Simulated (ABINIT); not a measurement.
# Li2O (Fm-3m) in ABINIT: further runs

Runs on Li2O. Level: r2SCAN. Tasks: equation of state.

All numbers are computed with ABINIT 10.8.3 (patched build); they aren't measurements. Logs are shortened: lines on timing, memory, paths and dates and some standing lists are left out, and cuts for length are marked. The log counts tension as positive stress, the text compression.

## Step 1: Starting point

The structure is cubic, space group Fm-3m (No. 225). Conventional cell: a = 4.654 Å, b = 4.654 Å, c = 4.654 Å, α = 90.00°, β = 90.00°, γ = 90.00°. Around O (site symmetry m-3m) lie 8 Li at 2.02 Å. Li (site symmetry -43m) has 4 O at 2.02 Å as nearest neighbours.

The cell comes from a database or a generator and needn't be the stable form of this composition.

## Step 2: Equation of state, r2SCAN

The input, run.abi:

```
ndtset 7
scalecart1 3*0.9795861087
scalecart2 3*0.9864848297
scalecart3 3*0.9932883884
scalecart4 3*1.0000000000
scalecart5 3*1.0066227096
scalecart6 3*1.0131594038
scalecart7 3*1.0196128224

pp_dirpath "./"
pseudos "O.GGA_PBE-ansatz.xml, Li.GGA_PBE-ansatz.xml"

acell 3*1.0
rprim
     0.0000000000     4.3971175137     4.3971175137
     4.3971175137     0.0000000000     4.3971175137
     4.3971175137     4.3971175137     0.0000000000
ntypat 2
znucl 8 3
natom 3
typat 1 2 2
xred
     0.0000000000     0.0000000000     0.0000000000
     0.2500000000     0.2500000000     0.2500000000
     0.7500000000     0.7500000000     0.7500000000

ecut 19.0
pawecutdg 38.0
pawovlp -1

kptopt 1
ngkpt 8 8 8
nshiftk 1
shiftk 0.0 0.0 0.0

ixc -497498
usekden 1
pawxcdev 0

nband 10
occopt 3
tsmear 0.05 eV

nstep 100
tolvrs 1.0e-7

iomode 3
prtwf 0
prtden 0
prteig 0
prtebands 0
enunit 1
```

Potentials or basis: Ansatz PAW PBE default generated set, frozen core.

On the command line:

```bash
mpirun --bind-to none -np 4 abinit run.abi > log 2>&1
```

run.abo:

```text
[... set-up lines left out ...]
 ETOT  1  -30.988805612498    -3.099E+01 7.759E+00 1.833E+01
 ETOT  2  -31.108496934464    -1.197E-01 3.191E-01 8.099E+00
 ETOT  3  -31.106261624465     2.235E-03 2.249E-01 1.107E+00
 ETOT  4  -31.107940416883    -1.679E-03 2.297E-03 2.797E-02
 ETOT  5  -31.107947140091    -6.723E-06 2.432E-03 2.287E-03
 ETOT  6  -31.107955996891    -8.857E-06 3.449E-04 2.959E-05
 ETOT  7  -31.107956120330    -1.234E-07 2.804E-04 2.969E-06
 ETOT  8  -31.107956118693     1.637E-09 1.259E-04 9.850E-08

 At SCF step    8       nres2   =  9.85E-08 < tolvrs=  1.00E-07 =>converged.

Result for kinetic energy density :

--------------------------------------------------------------------------------
 Total kinetic energy density [Ha/Bohr^3]
)     Maximum=    1.7093E+00  at reduced coord.    0.0000    0.0000    0.0000
)     Minimum=    1.6746E-03  at reduced coord.    0.5000    0.5000    0.5000
   Integrated=    8.2631E+00
--------------------------------------------------------------------------------

 Cartesian components of stress tensor (hartree/bohr^3)
  sigma(1 1)= -2.57819021E-05  sigma(3 2)=  0.00000000E+00
  sigma(2 2)= -2.57819021E-05  sigma(3 1)=  0.00000000E+00
  sigma(3 3)= -2.57819021E-05  sigma(2 1)=  0.00000000E+00

--- !ResultsGS
iteration_state: {dtset: 1, }
comment   : Summary of ground state results
lattice_vectors:
- [  0.0000000,   4.3073552,   4.3073552, ]
- [  4.3073552,   0.0000000,   4.3073552, ]
- [  4.3073552,   4.3073552,   0.0000000, ]
lattice_lengths: [   6.09152,    6.09152,    6.09152, ]
lattice_angles: [ 60.000,  60.000,  60.000, ] # degrees, (23, 13, 12)
lattice_volume:   1.5983139E+02
convergence: {deltae:  1.637E-09, res2:  9.850E-08, residm:  1.259E-04, diffor: null, }
etotal    :  -3.11079561E+01
entropy   :   0.00000000E+00
fermie    :   1.27579071E-01
cartesian_stress_tensor: # hartree/bohr^3
- [ -2.57819021E-05,   0.00000000E+00,   0.00000000E+00, ]
- [  0.00000000E+00,  -2.57819021E-05,   0.00000000E+00, ]
- [  0.00000000E+00,   0.00000000E+00,  -2.57819021E-05, ]
pressure_GPa:   7.5853E-01
xred      :
- [  0.0000E+00,   0.0000E+00,   0.0000E+00,  O]
- [  2.5000E-01,   2.5000E-01,   2.5000E-01, Li]
- [  7.5000E-01,   7.5000E-01,   7.5000E-01, Li]
cartesian_forces: # hartree/bohr
- [  2.34422727E-29,  -2.86516666E-29,   7.81409089E-30, ]
- [ -5.46986362E-29,   3.38610605E-29,   7.81409089E-30, ]
- [  3.12563636E-29,  -5.20939393E-30,  -1.56281818E-29, ]
force_length_stats: {min:   3.53318286E-29, max:   6.48041067E-29, mean:   4.59904480E-29, }
...

 Integrated electronic density in atomic spheres:
 ------------------------------------------------
 Atom  Sphere_radius  Integrated_density
    1        1.79524          5.76408326
    2        2.63806          3.92491826
    3        2.63806          3.92491826

================================================================================

 ----iterations are completed or convergence reached----

 Mean square residual over all n,k,spin=   69.491E-08; max=  12.594E-05
 reduced coordinates (array xred) for    3 atoms
       0.000000000000      0.000000000000      0.000000000000
       0.250000000000      0.250000000000      0.250000000000
       0.750000000000      0.750000000000      0.750000000000
 rms dE/dt=  1.5383E-28; max dE/dt=  3.3658E-28; dE/dt below (all hartree)
    1       0.000000000000      0.000000000000      0.000000000000
    2      -0.000000000000      0.000000000000      0.000000000000
    3       0.000000000000      0.000000000000     -0.000000000000
[... 1159 lines left out ...]
--- !EnergyTerms
iteration_state     : {dtset: 7, }
comment             : Components of total free energy in Hartree
kinetic             :  8.15494304406725E+00
hartree             :  7.20035627997619E+00
xc                  : -3.53080537050904E+00
Ewald energy        : -1.81190737702059E+01
psp_core            :  5.38316528263927E-01
local_psp           : -2.21576882444022E+01
PAW spherical_terms : -3.19131835493151E+00
internal            : -3.11052698877413E+01
'-kT*entropy'       :  9.39953108989034E-16
total_energy        : -3.11052698877413E+01
total_energy_eV     : -8.46417513200811E+02
...

--- !EnergyTermsDC
iteration_state     : {dtset: 7, }
comment             : '"Double-counting" decomposition of free energy'
band_energy         : -7.57938616385810E+00
Ewald energy        : -1.81190737702059E+01
psp_core            :  5.38316528263927E-01
xc_dc               : -5.97544899987903E+00
PAW spherical_terms :  3.03560352707506E-02
internal            : -3.11052363704083E+01
'-kT*entropy'       :  9.39953108989034E-16
total_energy_dc     : -3.11052363704083E+01
total_energy_dc_eV  : -8.46416601147718E+02
...

--- !EnergyTermsWithPAWCore
iteration_state     : {dtset: 7, }
comment             : 'Components of total free energy, including PAW core contributions'
Total energy        : -9.04673662288080E+01
Total energy DC     : -9.04673327114751E+01
Total energy (eV)   : -2.46174244510871E+03
Total energy DC (eV): -2.46174153305562E+03
...

 Cartesian components of stress tensor (hartree/bohr^3)
  sigma(1 1)=  2.66279746E-04  sigma(3 2)=  0.00000000E+00
  sigma(2 2)=  2.66279746E-04  sigma(3 1)=  0.00000000E+00
  sigma(3 3)=  2.66279746E-04  sigma(2 1)=  0.00000000E+00

-Cartesian components of stress tensor (GPa)         [Pressure= -7.8342E+00 GPa]
- sigma(1 1)=  7.83422060E+00  sigma(3 2)=  0.00000000E+00
- sigma(2 2)=  7.83422060E+00  sigma(3 1)=  0.00000000E+00
- sigma(3 3)=  7.83422060E+00  sigma(2 1)=  0.00000000E+00

== END DATASET(S) ==============================================================
================================================================================

 -outvars: echo values of variables after computation  --------
            acell      1.0000000000E+00  1.0000000000E+00  1.0000000000E+00 Bohr
           etotal1    -3.1107956119E+01
           etotal2    -3.1107942531E+01
           etotal3    -3.1107728982E+01
           etotal4    -3.1107335132E+01
           etotal5    -3.1106778732E+01
           etotal6    -3.1106073528E+01
           etotal7    -3.1105236370E+01
            fcart1     2.3442272663E-29 -2.8651666588E-29  7.8140908876E-30
                      -5.4698636213E-29  3.3861060513E-29  7.8140908876E-30
                       3.1256363550E-29 -5.2093939251E-30 -1.5628181775E-29
            fcart2     5.8195838308E-30 -3.2331021282E-30 -6.4662042564E-31
                       2.9097919154E-30  1.6165510641E-30  3.2331021282E-31
                      -8.7293757461E-30  1.6165510641E-30  3.2331021282E-31
            fcart3    -0.0000000000E+00 -0.0000000000E+00 -0.0000000000E+00
                       9.6328706937E-31 -9.6328706937E-31 -9.6328706937E-31
                      -9.6328706937E-31  9.6328706937E-31  9.6328706937E-31
            fcart4    -9.5682186070E-31 -9.5682186070E-31  9.5682186070E-31
                       0.0000000000E+00  0.0000000000E+00  0.0000000000E+00
                       9.5682186070E-31  9.5682186070E-31 -9.5682186070E-31
            fcart5    -3.8021071910E-30  3.8021071910E-30 -1.2673690637E-30
                      -3.8021071910E-30  7.0064923216E-46  6.3368453183E-30
                       7.6042143820E-30 -3.8021071910E-30 -5.0694762547E-30
            fcart6     6.2959613075E-30 -3.7775767845E-30 -1.2591922615E-30
                      -8.8143458305E-30  7.0064923216E-46  1.3851114877E-29
                       2.5183845230E-30  3.7775767845E-30 -1.2591922615E-29
            fcart7     1.0009779814E-29 -3.0029339441E-29  1.0009779814E-29
                      -1.2512224767E-29  6.7566013743E-29 -4.2541564208E-29
                       2.5024449534E-30 -3.7536674301E-29  3.2531784395E-29
            rprim1     0.0000000000E+00  4.3073552347E+00  4.3073552347E+00
                       4.3073552347E+00  0.0000000000E+00  4.3073552347E+00
                       4.3073552347E+00  4.3073552347E+00  0.0000000000E+00
            rprim2     0.0000000000E+00  4.3376897217E+00  4.3376897217E+00
                       4.3376897217E+00  0.0000000000E+00  4.3376897217E+00
                       4.3376897217E+00  4.3376897217E+00  0.0000000000E+00
            rprim3     0.0000000000E+00  4.3676057688E+00  4.3676057688E+00
                       4.3676057688E+00  0.0000000000E+00  4.3676057688E+00
                       4.3676057688E+00  4.3676057688E+00  0.0000000000E+00
            rprim4     0.0000000000E+00  4.3971175137E+00  4.3971175137E+00
                       4.3971175137E+00  0.0000000000E+00  4.3971175137E+00
                       4.3971175137E+00  4.3971175137E+00  0.0000000000E+00
            rprim5     0.0000000000E+00  4.4262383461E+00  4.4262383461E+00
                       4.4262383461E+00  0.0000000000E+00  4.4262383461E+00
                       4.4262383461E+00  4.4262383461E+00  0.0000000000E+00
            rprim6     0.0000000000E+00  4.4549809586E+00  4.4549809586E+00
                       4.4549809586E+00  0.0000000000E+00  4.4549809586E+00
                       4.4549809586E+00  4.4549809586E+00  0.0000000000E+00
            rprim7     0.0000000000E+00  4.4833573986E+00  4.4833573986E+00
                       4.4833573986E+00  0.0000000000E+00  4.4833573986E+00
                       4.4833573986E+00  4.4833573986E+00  0.0000000000E+00
           strten1    -2.5781902120E-05 -2.5781902120E-05 -2.5781902120E-05
                       0.0000000000E+00  0.0000000000E+00  0.0000000000E+00
           strten2     3.6349861408E-05  3.6349861408E-05  3.6349861408E-05
                       0.0000000000E+00  0.0000000000E+00  0.0000000000E+00
           strten3     9.2210072581E-05  9.2210072581E-05  9.2210072581E-05
                       0.0000000000E+00  0.0000000000E+00  0.0000000000E+00
           strten4     1.4272933673E-04  1.4272933673E-04  1.4272933673E-04
                       0.0000000000E+00  0.0000000000E+00  0.0000000000E+00
           strten5     1.8845811565E-04  1.8845811565E-04  1.8845811565E-04
                       0.0000000000E+00  0.0000000000E+00  0.0000000000E+00
           strten6     2.2950078914E-04  2.2950078914E-04  2.2950078914E-04
                       0.0000000000E+00  0.0000000000E+00  0.0000000000E+00
           strten7     2.6627974592E-04  2.6627974592E-04  2.6627974592E-04
                       0.0000000000E+00  0.0000000000E+00  0.0000000000E+00
           xangst1     0.0000000000E+00  0.0000000000E+00  0.0000000000E+00
                       1.1396771140E+00  1.1396771140E+00  1.1396771140E+00
                       3.4190313419E+00  3.4190313419E+00  3.4190313419E+00
           xangst2     0.0000000000E+00  0.0000000000E+00  0.0000000000E+00
                       1.1477032736E+00  1.1477032736E+00  1.1477032736E+00
                       3.4431098207E+00  3.4431098207E+00  3.4431098207E+00
           xangst3     0.0000000000E+00  0.0000000000E+00  0.0000000000E+00
                       1.1556187187E+00  1.1556187187E+00  1.1556187187E+00
                       3.4668561562E+00  3.4668561562E+00  3.4668561562E+00
           xangst4     0.0000000000E+00  0.0000000000E+00  0.0000000000E+00
                       1.1634271902E+00  1.1634271902E+00  1.1634271902E+00
                       3.4902815705E+00  3.4902815705E+00  3.4902815705E+00
           xangst5     0.0000000000E+00  0.0000000000E+00  0.0000000000E+00
                       1.1711322306E+00  1.1711322306E+00  1.1711322306E+00
                       3.5133966918E+00  3.5133966918E+00  3.5133966918E+00
           xangst6     0.0000000000E+00  0.0000000000E+00  0.0000000000E+00
                       1.1787371984E+00  1.1787371984E+00  1.1787371984E+00
                       3.5362115951E+00  3.5362115951E+00  3.5362115951E+00
           xangst7     0.0000000000E+00  0.0000000000E+00  0.0000000000E+00
                       1.1862452810E+00  1.1862452810E+00  1.1862452810E+00
                       3.5587358431E+00  3.5587358431E+00  3.5587358431E+00
             xred      0.0000000000E+00  0.0000000000E+00  0.0000000000E+00
                       2.5000000000E-01  2.5000000000E-01  2.5000000000E-01
                       7.5000000000E-01  7.5000000000E-01  7.5000000000E-01
 Calculation completed.
```

Wall time 2.6 min (4 MPI ranks of Arm Neoverse V2, shared host); peak memory 0.88 GiB.

Results:

| Quantity | Value |
| --- | --- |
| Equilibrium volume | 7.97 Å³/atom |
| Bulk modulus | 87 GPa |
| Pressure derivative of the bulk modulus | 3.8 |

Energy against volume, from the lowest point:
```
volume (Å³/atom)  energy (meV/atom)
           7.895               0.00
           8.063               0.12
           8.231               2.06
           8.399               5.63
           8.567              10.68
           8.735              17.08
           8.903              24.67
```

Caveat: the atomic spheres overlap; pressures at fixed basis lie under the slope of the energies; the PAW data sets were made with another functional, which shifts forces and pressure a little.

## Step 3: Equation of state, r2SCAN

run.abi, as its differences from that of step 2:

```diff
@@ -10,3 +10,3 @@
 pp_dirpath "./"
-pseudos "O.GGA_PBE-ansatz.xml, Li.GGA_PBE-ansatz.xml"
+pseudos "O.GGA_PBE-JTH.xml, Li.GGA_PBE-JTH.xml"
 
@@ -26,5 +26,4 @@
 
-ecut 19.0
-pawecutdg 38.0
-pawovlp -1
+ecut 28.0
+pawecutdg 50.0
```

Potentials or basis: JTH PAW PBE v2.0.

On the command line:

```bash
mpirun --bind-to none -np 4 abinit run.abi > log 2>&1
```

Wall time 80 s (4 MPI ranks of Arm Neoverse V2, shared host); peak memory 0.56 GiB.

The run converged. Its results:

```
Equilibrium volume                      : 8.03 Å³/atom
Bulk modulus                            : 88 GPa
Pressure derivative of the bulk modulus : 4.2 (rough: it moves with the points fitted)
```

Energy against volume, from the lowest point:
```tsv
volume (Å³/atom)	energy (meV/atom)
7.895	0.61
8.063	0.00
8.231	1.28
8.399	4.19
8.567	8.73
8.735	14.58
8.903	21.64
```

Caveat: pressures at fixed basis lie under the slope of the energies; the PAW data sets were made with another functional, which shifts forces and pressure a little.

## Step 4: Equation of state, r2SCAN

run.abi, as its differences from that of step 3:

```diff
@@ -10,3 +10,3 @@
 pp_dirpath "./"
-pseudos "O.GGA_PBE-JTH.xml, Li.GGA_PBE-JTH.xml"
+pseudos "O_ONCV_PBE-1.2.upf, Li_ONCV_PBE-1.2.upf"
 
@@ -26,4 +26,3 @@
 
-ecut 28.0
-pawecutdg 50.0
+ecut 50.0
 
@@ -36,3 +35,2 @@
 usekden 1
-pawxcdev 0
 
@@ -43,3 +41,3 @@
 nstep 100
-tolvrs 1.0e-7
+tolvrs 1.0e-9
```

Potentials or basis: SG15 NC PBE v1.2.

On the command line:

```bash
mpirun --bind-to none -np 4 abinit run.abi > log 2>&1
```

Wall time 2.8 min (4 MPI ranks of Arm Neoverse V2, shared host); peak memory 0.48 GiB.

It converged, with:

| Property | Result |
| --- | --- |
| Equilibrium volume | 8.05 Å³/atom (rough: see the caveat) |
| Bulk modulus | 85 GPa (rough) |

Energy against volume, from the lowest point:
```
volume (Å³/atom)  energy (meV/atom)
           7.895               0.86
           8.063               0.00
           8.231               1.00
           8.399               3.68
           8.567               7.88
           8.735              13.50
           8.903              20.37
```

Caveat: a meta-GGA on norm-conserving files made for a GGA shifts volumes by about 1 %; pressures at fixed basis lie under the slope of the energies; the potentials were made for another functional, which shifts forces and pressure; the fit is rough or its minimum lies at the end of the range.

## Step 5: Equation of state, r2SCAN

run.abi, as its differences from that of step 4:

```diff
@@ -10,3 +10,3 @@
 pp_dirpath "./"
-pseudos "O_ONCV_PBE-1.2.upf, Li_ONCV_PBE-1.2.upf"
+pseudos "O.upf, Li.upf"
 
@@ -35,2 +35,4 @@
 usekden 1
+nc_xccc_gspace 1
+boxcutmin 3.0
```

Potentials or basis: PseudoDojo NC SR PBE v0.4.1 standard.

On the command line:

```bash
mpirun --bind-to none -np 4 abinit run.abi > log 2>&1
```

Run time: 7.9 min. Hardware: 4 MPI ranks of Arm Neoverse V2, shared host; peak memory 0.84 GiB.

The run converged. Its results:

| Property | Result |
| --- | --- |
| Equilibrium volume | 8.05 Å³/atom (rough: see the caveat) |
| Bulk modulus | 85 GPa (rough) |

Energy against volume, from the lowest point:
| volume (Å³/atom) | energy (meV/atom) |
| --- | --- |
| 7.895 | 0.81 |
| 8.063 | 0.00 |
| 8.231 | 1.04 |
| 8.399 | 3.74 |
| 8.567 | 7.95 |
| 8.735 | 13.51 |
| 8.903 | 20.32 |

Caveat: a meta-GGA on potentials with a model core is unreliable; a meta-GGA on norm-conserving files made for a GGA shifts volumes by about 1 %; pressures at fixed basis lie under the slope of the energies; the potentials were made for another functional, which shifts forces and pressure; the fit is rough or its minimum lies at the end of the range.

## Step 6: Summary

| potentials or basis | cutoff (eV) | fine-grid cutoff | V0 of scaled cells (Å³/atom) | B0 (GPa) |
| --- | --- | --- | --- | --- |
| Ansatz PAW PBE default generated set, frozen core | 517 | 1034.03 eV | 7.97 | 87 |
| JTH PAW PBE v2.0 | 762 | 1360.57 eV | 8.03 | 88 |
| SG15 NC PBE v1.2 | 1361 | - | - | - |
| PseudoDojo NC SR PBE v0.4.1 standard | 1361 | - | - | - |

Alike in all rows: task equation of state; level r2SCAN; no spin polarisation; cell as given; k mesh 8 × 8 × 8; smearing fermi-dirac 0.05 eV.

Caveats: pressures at fixed basis lie under the slope of the energies; the PAW data sets were made with another functional, which shifts forces and pressure a little (some runs); a meta-GGA on norm-conserving files made for a GGA shifts volumes by about 1 % (some runs); the potentials were made for another functional, which shifts forces and pressure (some runs); the fit is rough or its minimum lies at the end of the range (some runs); the atomic spheres overlap (some runs); a meta-GGA on potentials with a model core is unreliable (some runs).

Total energies depend on the potentials used, so only differences within one code and one set of settings carry meaning.
